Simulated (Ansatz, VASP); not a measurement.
**ZnSe: VASP beside Ansatz**

```
Zn Se
1.0
     2.78376    2.78376    0.00000
    -2.78376    2.78376    0.00000
     0.00000    2.78376    2.78376
Zn Se
1 1
Direct
  0.00000 0.00000 0.00000
  0.75000 0.25000 0.50000
```

Alike in both runs: functional LDA; k mesh 12 × 12 × 12; occupations fermi-dirac, width 0.08 eV; no spin polarisation.

Ansatz relaxed the structure, and its values are those at the end. VASP's run is a single point on that final structure, the one shown.

|  | VASP | Ansatz |
| --- | --- | --- |
| version | VASP 6.6.1 | Ansatz 0.2.0 |
| potentials or method | VASP PAW LDA potentials, release 64 (Zn, Se) | PAW with Ansatz's default frozen-core files, scalar-relativistic |
| plane-wave cutoff (eV) | 520 | 420 |
| valence electrons in the cell | 18 | 28 |

```csv
,VASP,Ansatz,Ansatz less VASP
pressure (GPa),0.4,0.0,-0.37
```

The two sets of potentials don't hold the same shells in valence.
